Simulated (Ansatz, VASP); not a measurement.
**InP3: VASP beside Ansatz**

```xyz
8
Lattice="3.6911 2.1310 3.2169 -3.6911 2.1310 3.2169 0.0000 -4.2621 3.2169" Properties=species:S:1:pos:R:3 pbc="T T T"
In    0.0000    0.0000    2.6542
In    0.0000    0.0000    6.9965
P     2.0417   -1.1788    5.8728
P     0.0000    2.3575    5.8728
P    -2.0417   -1.1788    5.8728
P    -2.0417    1.1788    3.7779
P     2.0417    1.1788    3.7779
P     0.0000   -2.3575    3.7779
```

Alike in both runs: functional PBEsol; k mesh 6 × 6 × 6; occupations gaussian, width 0.1 eV; no spin polarisation.

Ansatz relaxed the structure, and its values are those at the end. VASP's run is a single point on that final structure, the one shown.

|  | VASP | Ansatz |
| --- | --- | --- |
| version | VASP 6.6.1 | Ansatz 0.2.0 |
| potentials or method | VASP PAW PBE potentials, release 64 (In_d, P) | scalar-relativistic, plane waves, PAW |
| plane-wave cutoff (eV) | 520 | 420 |
| valence electrons in the cell | 56 | 56 |

|  | VASP | Ansatz | Ansatz less VASP |
| --- | --- | --- | --- |
| gap on the k mesh at the Fermi level (eV) | none | none | - |
| pressure (GPa) | 2.0 | 2.0 | +0.01 |
| rms of the force components (eV/Å) | 0.013 | 0.002 | -0.0112 |

A gap of «none» marks a metal or a gap that the smearing closes.

Caveats: the PAW data sets were made with another functional, which shifts forces and pressure a little (VASP).
